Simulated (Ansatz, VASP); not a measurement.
**Na: VASP beside Ansatz**

File INCAR:

```
SYSTEM = Na
PREC = Accurate
ENCUT = 520
EDIFF = 1E-6
ISMEAR = -1
SIGMA = 0.05
LREAL = .False.
LASPH = .True.
NELM = 100
ALGO = Normal
ISIF = 2
LWAVE = .False.
LCHARG = .False.
GGA = PE
NBANDS = 10
```

KPOINTS

```
Automatic mesh
0
Gamma
  12 12 12
  0 0 0
```

File POSCAR:

```
Na
1.0
    3.1053006780      0.0000000000      0.0000000000
    0.0000000000      3.1053006780      0.0000000000
    0.0000000000      0.0000000000      3.1053006780
Na
1
Direct
    0.0000000000      0.0000000000      0.0000000000
```

Input for Ansatz:

```yaml
crystal:
  lattice:
    - [3.105300678, 0.0, 0.0]
    - [0.0, 3.105300678, 0.0]
    - [0.0, 0.0, 3.105300678]
  atoms:
    - { symbol: Na, position: [0.0, 0.0, 0.0] }
kpoints:
  mp_grid: { grid: [12, 12, 12] }
scf:
  occupations: { method: fermi_dirac, width: 0.05 }
hamiltonian:
  xc: pbe
  pseudopotentials: { kind: all_electron, lapw: { basis_error: 0.001 } }
output:
  forces: true
  stress: true
  eigenvalues: true
  populations: true
```

Change from the starting cell: volume scaled by 0.75, LAPW.

Alike in both runs: task single point; functional PBE; k mesh 12 × 12 × 12; occupations fermi-dirac, width 0.05 eV; no spin polarisation.

|  | VASP | Ansatz |
| --- | --- | --- |
| version | VASP 6.6.1 | Ansatz 0.2.0 |
| potentials or method | VASP PAW PBE potentials, release 64 (Na_pv) | all-electron LAPW, scalar-relativistic |
| plane-wave cutoff (eV) | 520 | see its input |

```tsv
	VASP	Ansatz	Ansatz less VASP
pressure (GPa)	2.9	3.0	+0.09
```

Ansatz ran all-electron here, so the differences hold the error of VASP's frozen core and of both bases.
